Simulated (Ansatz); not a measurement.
A plane-wave DFT run in Ansatz 0.2.0 (scalar-relativistic PAW potentials unless the input names others): input and command.

```yaml
crystal:
  lattice:
    - [4.3529235825, 0.0, 0.0]
    - [0.0, 4.3529235825, 0.0]
    - [0.0, 0.0, 4.3529235825]
  atoms:
    - { symbol: Cs, position: [0.0, 0.0, 0.0] }
    - { symbol: Br, position: [0.5, 0.5, 0.5] }
basis:
  ecutwfc: 420
  xc_grid: 2
kpoints:
  mp_grid: { grid: [6, 6, 6] }
hamiltonian:
  xc: pbesol
scf:
  occupations: { method: fixed }
output:
  forces: true
  eigenvalues: true
  stress: true
```

```bash
ansatz run input.yaml --threads 1 --pin off --max-ram 1228MiB --backend cpu --events-out ev --progress --plain --runs-dir out
```

Abridged log:
```
Basis set: ecut = 420 eV, 1575 PW (Γ), exchange–correlation on 60×60×60 points (8 copies of the dense FFT grid, shifted against one another)
Bands: 12, of which v1, the nominal top of the filled ones, is band 8 counted from 1 (7 counted from 0)
Symmetry: 48 space group operations
k-points: 20 of 216
SCF iter   1: F=—  HF=-8325.810290 eV  |F-HF|=—  |Δ(HF+E_count)|=         —  Δρ=1.71e-3  dr2=4.16e-3  ethr=1.77e-3  ⟨swp⟩=6.2  Hψ=1381  notcnv=0  defer=35
SCF iter   2: F=—  HF=-8325.810111 eV  |F-HF|=—  |Δ(HF+E_count)|=   1.79e-4  Δρ=8.91e-4  dr2=9.26e-4  ethr=2.60e-5  ⟨swp⟩=2.5  Hψ=575  notcnv=0  defer=36
SCF iter   3: F=—  HF=-8325.810378 eV  |F-HF|=—  |Δ(HF+E_count)|=   2.67e-4  Δρ=2.00e-4  dr2=3.20e-5  ethr=5.79e-6  ⟨swp⟩=2.1  Hψ=366  notcnv=0  defer=36
SCF iter   4: F=—  HF=-8325.810425 eV  |F-HF|=—  |Δ(HF+E_count)|=   4.72e-5  Δρ=3.19e-5  dr2=9.84e-7  ethr=2.00e-7  ⟨swp⟩=2.0  Hψ=410  notcnv=0  defer=31
SCF iter   5: F=-8325.810426 eV  HF=-8325.810426 eV  |F-HF|=8.43e-8  |Δ(HF+E_count)|=   5.55e-7  Δρ=7.36e-6  dr2=3.56e-8  ethr=6.15e-9  ⟨swp⟩=2.0  Hψ=393  notcnv=0  defer=33
SCF iter   6: F=-8325.810426 eV  HF=-8325.810426 eV  |F-HF|=9.51e-10  |Δ(HF+E_count)|=   9.45e-8  Δρ=9.75e-7  dr2=9.25e-10  ethr=2.22e-10  ⟨swp⟩=7.0  Hψ=1638  notcnv=0
SCF 1 converged in 6 iterations: F = -8325.810426 eV  dr2 = 9.25e-10
SCF converged after 6 iterations
Free energy (F): -8325.810426 eV
Harris-Foulkes:  -8325.810426 eV  (|F-HF|=9.51e-10)
Internal energy: -8325.810426 eV  (E = F + TS)
E sigma→0 (E₀):  -8325.810426 eV
Fermi energy:    2.608932 eV
--- Forces (eV/Å), atoms counted from 1 ---
  atom   1  Cs     0.00000000     0.00000000     0.00000000
  atom   2  Br     0.00000000     0.00000000     0.00000000
--- Stress (GPa, compression-positive) ---
       -0.995357       0.000000       0.000000
        0.000000      -0.995357       0.000000
        0.000000       0.000000      -0.995357
  P = ⅓ Tr σ = -0.9954 GPa (-9.954 kbar)
```

Apart from outputs, empty bands and the relaxation, which only the reference makes, the input differs from a reference run on usual settings in basis.xc_grid: not typed → 2. The reference, at the same geometry, ended its own course with pressure -1.00 GPa, largest force 0.000 eV/Å, gap on the mesh 4.16 eV. This run converged in 6 SCF iterations with an energy at zero smearing within 0.01 meV/atom of the reference's, pressure -1.00 GPa, largest force 0.000 eV/Å, gap on the mesh 4.16 eV.

It took 1.8 s on 1 thread of AMD EPYC 7R43 64-Core Processor (Zen 3), with other jobs on the host, peak memory 0.37 GiB.